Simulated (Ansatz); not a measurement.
# BP (F-43m), a film clamped to a substrate

The calculation used DFT r2SCAN, scalar-relativistic, plane waves, PAW in Ansatz 0.2.0. Cutoff 500 eV, Γ-centred 10×10×10 k-points, Gaussian smearing of 0.05 eV. No spin polarisation. Energies are free energies at this smearing, counted from the undisturbed cell; pressure is positive in compression.

Reference structure (as given, not relaxed at this level; it stands at -0.2 GPa):

```xyz
2
Lattice="0.0000 2.2690 2.2690 2.2690 0.0000 2.2690 2.2690 2.2690 0.0000" Properties=species:S:1:pos:R:3 pbc="T T T"
B     0.0000    0.0000    0.0000
P     3.4035    3.4035    3.4035
```

The cell (2 atoms, V0 = 23.36 Å³) is strained by p along both x and y and by q along z, fractional coordinates fixed. τp = (1/V0) ∂E/∂p = (σxx + σyy)(1 + p)(1 + q) and τq = (1/V0) ∂E/∂q = σzz(1 + p)², with tension positive.

```csv
p,q,ΔE (meV/atom),τp (GPa),τq (GPa)
0.000,0.000,0.00,0.33,0.16
-0.040,0.000,54.02,-38.94,-6.44
0.040,0.000,47.54,30.96,5.35
0.000,-0.040,21.18,-6.57,-14.90
0.000,0.040,20.88,5.21,13.94
```

Get the second derivatives of the energy density.

Central differences give A = ∂τp/∂p = 874 GPa (C11 + C22 + 2 C12), C = ∂τq/∂q = 360 GPa (C33) and the cross term B = ∂τq/∂p = 147 GPa (C13 + C23); ∂τp/∂q = 147 GPa must equal B, and any difference shows higher-order terms. Steps this large leave an error of some per cent of A or C in all of these, which can swamp a small B. The ions are clamped. In a cubic crystal C11 = C = 360, C12 = B/2 = 74 GPa and A should be 2(C11 + C12) = 868 GPa; the bulk modulus is (C11 + 2 C12)/3 = 169 GPa.

A film of this crystal grows with z along the normal on a substrate that imposes p. How does its thickness respond, and what does the misfit cost?

Count p and q from the stress-free cell. A free surface needs τq = 0, so q = −(B/C) p = -0.41 p. The energy density left is (A − B²/C) p²/2 = M p², with the biaxial modulus M = 407 GPa; a misfit of 1 % costs 2.97 meV/atom, against 3.19 meV/atom if the thickness were held.

At p = -0.080 the energies along q are 441.5 (q = -0.080), 308.9 (q = -0.040), 237.1 (q = 0.000), 220.8 (q = 0.040), 254.3 (q = 0.080) meV/atom.

Does the linear rule hold at this misfit?

A parabola through the lowest point and its neighbours has its minimum at q = 0.033, 220.0 meV/atom. With the stress left in the starting cell, τp0 and τq0, linear elasticity gives q = −(τq0 + Bp)/C = 0.032 and E = V0(τp0 p + τq0 q + Ap²/2 + Bpq + Cq²/2)/N = 188.3 meV/atom. The energies differ by more than a tenth, so the quadratic law fails here: the gap holds the anharmonic part, with some error from the wide steps. Cubic terms also shift the vertex of so wide a parabola.

The gap closes along the scan, which can put kinks into the curve.

BP resists in-plane strain strongly but passes little of it on to its thickness: the film responds by only -0.41 p, and freeing the surface lowers the cost of a 1 % misfit merely from 3.19 to 2.97 meV/atom. Both follow from a C12 that is small beside C11, as expected for a network of short, weakly polar sp3 bonds. Such bonds resist bending as well as stretching, so the crystal can't cheaply keep its volume by changing bond angles. Holding the fractional coordinates fixed costs nothing here, since in zinc blende symmetry forbids an internal displacement under strains along the cube axes.

At p = -0.080 the linear rule still places the thickness well, but it underestimates the energy. In-plane compression also costs more than equal extension at the smaller strain, which points to the steepening repulsion between shortened bonds as the probable main cause. The agreement in thickness therefore doesn't validate the harmonic misfit energy. Whether a film would remain coherent or relax through dislocations is a separate question.
